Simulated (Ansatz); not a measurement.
Bands of H

```yaml
crystal:
  lattice:
    - [-1.69153, 1.69153, 2.05847]
    - [1.69153, -1.69153, 2.05847]
    - [1.69153, 1.69153, -2.05847]
  atoms:
    - { symbol: H, position: [0.90986, 0.90986, 0.00000] }
    - { symbol: H, position: [0.09014, 0.09014, 0.00000] }
```

Atoms are numbered in the order listed.

Structure from Materials Project entry mp-632291 (possibly hypothetical), not relaxed further.

Method: DFT, PBE, all-electron LAPW, scalar-relativistic (Ansatz 0.2.0).

The runs use a Γ-centred 12×12×12 k mesh, Fermi–Dirac smearing of 0.01 eV, basis error target 0.5 meV/atom, no spin polarisation.

Points in fractions of the reciprocal vectors of this cell: Γ (0, 0, 0), X (0, 0, 0.5), P (0.25, 0.25, 0.25), N (0, 0.5, 0), M (0.5, 0.5, -0.5), S (0.419, 0.581, -0.419), S0 (-0.419, 0.419, 0.419). The path joins them by straight lines in the order Γ–X–P–N–Γ–M–S–S0–Γ; legs that retrace an earlier one aren't tabulated. Energies are in eV from the top of the valence band.

(1) Metal or insulator at this level of theory?

(2) Tabulate bands 1 to 3, counted from the lowest band of the run, along the path.

Results:

(1) An insulator or semiconductor: gap 8.94 eV, indirect from M (0.5, 0.5, -0.5) to N (0, 0.5, 0).

(2) 
```json
{"k (1/Å)": "0.00", "point": "Γ", "band 1": "-2.36", "band 2": "13.60", "band 3": "17.08"}
{"k (1/Å)": "0.26", "point": "", "band 1": "-2.22", "band 2": "13.26", "band 3": "16.64"}
{"k (1/Å)": "0.53", "point": "", "band 1": "-1.84", "band 2": "12.47", "band 3": "15.72"}
{"k (1/Å)": "0.79", "point": "", "band 1": "-1.30", "band 2": "11.62", "band 3": "14.84"}
{"k (1/Å)": "1.05", "point": "", "band 1": "-0.81", "band 2": "10.97", "band 3": "14.26"}
{"k (1/Å)": "1.31", "point": "X", "band 1": "-0.60", "band 2": "10.71", "band 3": "14.06"}
{"k (1/Å)": "1.47", "point": "", "band 1": "-0.59", "band 2": "10.80", "band 3": "13.50"}
{"k (1/Å)": "1.62", "point": "", "band 1": "-0.56", "band 2": "11.06", "band 3": "12.63"}
{"k (1/Å)": "1.77", "point": "", "band 1": "-0.52", "band 2": "11.50", "band 3": "11.93"}
{"k (1/Å)": "1.92", "point": "", "band 1": "-0.49", "band 2": "11.49", "band 3": "12.12"}
{"k (1/Å)": "2.08", "point": "P", "band 1": "-0.48", "band 2": "11.34", "band 3": "12.91"}
{"k (1/Å)": "2.26", "point": "", "band 1": "-0.52", "band 2": "10.78", "band 3": "13.15"}
{"k (1/Å)": "2.45", "point": "", "band 1": "-0.60", "band 2": "10.01", "band 3": "13.85"}
{"k (1/Å)": "2.63", "point": "", "band 1": "-0.70", "band 2": "9.42", "band 3": "14.93"}
{"k (1/Å)": "2.82", "point": "", "band 1": "-0.78", "band 2": "9.06", "band 3": "16.20"}
{"k (1/Å)": "3.00", "point": "N", "band 1": "-0.81", "band 2": "8.94", "band 3": "16.97"}
{"k (1/Å)": "3.25", "point": "", "band 1": "-0.99", "band 2": "9.35", "band 3": "17.16"}
{"k (1/Å)": "3.49", "point": "", "band 1": "-1.44", "band 2": "10.43", "band 3": "17.55"}
{"k (1/Å)": "3.73", "point": "", "band 1": "-1.91", "band 2": "11.79", "band 3": "17.61"}
{"k (1/Å)": "3.97", "point": "", "band 1": "-2.24", "band 2": "13.04", "band 3": "17.32"}
{"k (1/Å)": "4.21", "point": "Γ", "band 1": "-2.36", "band 2": "13.60", "band 3": "17.08"}
{"k (1/Å)": "4.51", "point": "", "band 1": "-2.16", "band 2": "12.43", "band 3": "18.65"}
{"k (1/Å)": "4.82", "point": "", "band 1": "-1.61", "band 2": "10.89", "band 3": "19.22"}
{"k (1/Å)": "5.12", "point": "", "band 1": "-0.88", "band 2": "9.99", "band 3": "17.53"}
{"k (1/Å)": "5.43", "point": "", "band 1": "-0.25", "band 2": "9.91", "band 3": "16.50"}
{"k (1/Å)": "5.73", "point": "M", "band 1": "0.00", "band 2": "10.15", "band 3": "15.59"}
{"k (1/Å)": "5.79", "point": "", "band 1": "0.00", "band 2": "10.16", "band 3": "15.39"}
{"k (1/Å)": "5.85", "point": "", "band 1": "-0.01", "band 2": "10.20", "band 3": "14.99"}
{"k (1/Å)": "5.91", "point": "", "band 1": "-0.03", "band 2": "10.26", "band 3": "14.53"}
{"k (1/Å)": "5.97", "point": "", "band 1": "-0.05", "band 2": "10.34", "band 3": "14.06"}
{"k (1/Å)": "6.03", "point": "S", "band 1": "-0.08", "band 2": "10.45", "band 3": "13.62"}
{"k (1/Å)": "6.43", "point": "", "band 1": "-0.41", "band 2": "9.97", "band 3": "13.80"}
{"k (1/Å)": "6.82", "point": "", "band 1": "-0.76", "band 2": "9.06", "band 3": "16.08"}
{"k (1/Å)": "7.22", "point": "", "band 1": "-0.76", "band 2": "9.06", "band 3": "16.08"}
{"k (1/Å)": "7.61", "point": "", "band 1": "-0.41", "band 2": "9.97", "band 3": "13.80"}
{"k (1/Å)": "8.01", "point": "S0", "band 1": "-0.08", "band 2": "10.45", "band 3": "13.62"}
{"k (1/Å)": "8.32", "point": "", "band 1": "-0.39", "band 2": "11.38", "band 3": "11.96"}
{"k (1/Å)": "8.63", "point": "", "band 1": "-0.96", "band 2": "11.56", "band 3": "12.87"}
{"k (1/Å)": "8.94", "point": "", "band 1": "-1.64", "band 2": "12.16", "band 3": "14.72"}
{"k (1/Å)": "9.25", "point": "", "band 1": "-2.17", "band 2": "13.13", "band 3": "16.40"}
{"k (1/Å)": "9.57", "point": "Γ", "band 1": "-2.36", "band 2": "13.60", "band 3": "17.08"}
```
